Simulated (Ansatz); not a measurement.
**GaN under pressure: fit and missing row**

GaN, P6_3mc, a = 3.183 Å, c = 5.184 Å. Ansatz: r2SCAN, PAW, 500 eV, Γ-centred 12×12×6 mesh on 4 atoms, Gaussian smearing 0.02 eV; no spin polarisation. Cell and atoms are relaxed at each pressure, and no other structure is tried; the real crystal is known to change phase within this range, so the rows at high pressure are metastable.

| V (Å³/atom) | P (GPa) |
| --- | --- |
| 9.315 | 60.00 |
| ? | 29.99 |
| 10.644 | 15.00 |
| 10.950 | 8.06 |
| 11.203 | 3.03 |
| 11.371 | 0.00 |
| 11.551 | -2.98 |

Task: Take V0 = 11.371 Å³/atom, fit the third-order Birch–Murnaghan form to the other rows, and predict the missing volume.

Result: With the Eulerian strain f = ½[(V0/V)^(2/3) − 1] and y = P/[3f(1 + 2f)^(5/2)], the form is the line y = B0 + 1.5 B0 (B0′ − 4) f. Rows (f, y): 0.07110, 201.7; 0.02252, 198.9; 0.01274, 198.0; 0.00499, 197.4; -0.00521, 195.7. Means f = 0.02123, y = 198.34; Σ(Δf)² = 0.003524, ΣΔfΔy = 0.2562; the slope is their ratio. y = 196.8 + 72.72 f GPa, so B0 = 196.8 GPa and B0′ = 4 + 2 × (72.72)/(3 × 196.8) = 4.25. P = 29.99 GPa is met at f = 0.04107 (y = 199.79), so V = V0 (1 + 2f)^(−3/2) = 10.101 Å³/atom. The run gave 10.102 Å³/atom, so the fit is 0.001 Å³/atom too low, within the rms miss on the fitted rows (0.001 Å³/atom).